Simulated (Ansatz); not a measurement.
The system is MgO.

```
CELL_PARAMETERS angstrom
0.00000 2.09700 2.09700
2.09700 0.00000 2.09700
2.09700 2.09700 0.00000
ATOMIC_POSITIONS crystal
Mg 0.00000 0.00000 0.00000
O 0.50000 0.50000 0.50000
```

The cell is a database's computed one.

Program: Ansatz 0.2.0. Alike in all runs: task single point; potentials or basis Ansatz PAW; no spin polarisation; cell as given; k mesh 11 × 11 × 11; cutoff (eV) 420.

Problem. Order these runs on this cell by their pressure, lowest first.
A. level RPBE; smearing gaussian 0.05 eV
B. level RPBE+D4; smearing gaussian 0.1 eV
C. level PBEsol; smearing gaussian 0.02 eV

Solution. C (2.3 GPa), B (4.3 GPa), A (12.0 GPa).

Caveats: the PAW data sets come from PBE, with cores solved anew for the run's functional, which leaves a small shift of forces and pressure.

Runs at the PBE level aren't shown here.
